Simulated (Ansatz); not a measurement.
Runs of Ansatz 0.2.0 on BN. The structure is cubic, space group F-43m (No. 216). The conventional cell has a = 3.626 Å, b = 3.626 Å, c = 3.626 Å, α = 90.00°, β = 90.00°, γ = 90.00°. N (site symmetry -43m) is surrounded by 4 B at 1.57 Å. Around B (site symmetry -43m) lie 4 N at 1.57 Å. The cell is a database's computed one.

```csv
task,level,potentials or basis,cell,k mesh,cutoff (eV),smearing,basis error allowed,gap on the mesh (eV),pressure (GPa),relaxed volume (Å³/atom)
relaxation of cell and atoms,revPBE+D4,"all-electron LAPW, scalar-relativistic",relaxed,13 × 13 × 13,-,fermi-dirac 0.05 eV,0.001 eV/atom,4.58,0.0,5.81
single point,PBE,"all-electron LAPW, scalar-relativistic",as given,13 × 13 × 13,446,gaussian 0.022 eV,0.001 eV/atom,4.53,(a),-
relaxation of cell and atoms,PBEsol,"all-electron LAPW, scalar-relativistic",relaxed,13 × 13 × 13,-,fermi-dirac 0.05 eV,0.001 eV/atom,4.37,0.0,(b)
single point,PBE0,all-electron PAW datasets made for the crystal,as given,10 × 10 × 10,580,fermi-dirac 0.05 eV,-,6.53,-9.5,-
Born charges and dielectric tensor,PBE,all-electron PAW datasets made for the crystal,as given,13 × 13 × 13,580,fixed,-,4.53,-,-
```

Alike in all rows: no spin polarisation.

Question: Fill in the values left out.

Answer: (a) -0.4; (b) 5.86.

Caveats: an odd mesh through Γ misses points on the zone boundary, where band edges often lie (some runs); the program warned that the printed levels may be off, so bands, gaps and densities of states are rough (some runs).

The runs don't all hold the same shells in valence.
